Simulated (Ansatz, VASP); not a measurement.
Al: VASP beside Ansatz

```
Al
1.0
     0.00000    2.01996    2.01996
     2.01996    0.00000    2.01996
     2.01996    2.01996    0.00000
Al
1
Cartesian
  0.0000 0.0000 0.0000
```

Alike in both runs: task single point; functional PBE; k mesh 11 × 11 × 11; occupations fermi-dirac, width 0.1 eV; no spin polarisation.

|  | VASP | Ansatz |
| --- | --- | --- |
| version | VASP 6.6.1 | Ansatz 0.2.0 |
| potentials or method | VASP PAW PBE potentials, release 64 (Al) | plane waves (420 eV) with PAW, scalar-relativistic |
| plane-wave cutoff (eV) | 520 | 420 |
| valence electrons in the cell | 3 | 3 |

|  | VASP | Ansatz | Ansatz less VASP |
| --- | --- | --- | --- |
| pressure (GPa) | 0.1 | 0.2 | +0.04 |

The functional is the same, so the differences come from potentials, cutoffs and numerics.
